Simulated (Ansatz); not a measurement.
# Sensitivity of the gradients in Te₂Mo to the input

Cell: an entry of the Crystallography Open Database (COD), taken as it stands.

Space group P6_3/mmc (No. 194); a = 3.5182, c = 13.9736 Å, γ = 120.00°.

| site | Wyckoff | site symmetry | x | y | z |
| --- | --- | --- | --- | --- | --- |
| Te | 4f | 3m. | 0.3333 | 0.6667 | 0.6210 |
| Mo | 2c | -6m2 | 0.3333 | 0.6667 | 0.2500 |

One atom of each set is listed.

Reference run. The numbers come from a DFT calculation in Ansatz (PBE, plane waves and PAW, scalar-relativistic, 420 eV cutoff, Γ-centred 14×14×3 k-points, Fermi–Dirac smearing 0.02 eV).

Task: The input is changed as follows: `scf.mixing.algorithm`: not typed → msr1; `scf.mixing.beta`: not typed → 0.2; `scf.mixing.ndim`: not typed → 4. What happens to V_zz (10²¹ V/m²) and η?

Result: 

```csv
site,V_zz reference,η reference,V_zz changed,η changed
Te,-18.65,0.00,-18.65,0.00
Mo,-6.76,0.00,-6.76,0.00
```

All printed values agree. Mixing, solver and start steer the path to self-consistency, not the state that is reached here. SCF iterations: 7 and 8.

On the reference run: Without spin–orbit coupling the gradients at and beside Te can be off by some per cent, at some sites by more.
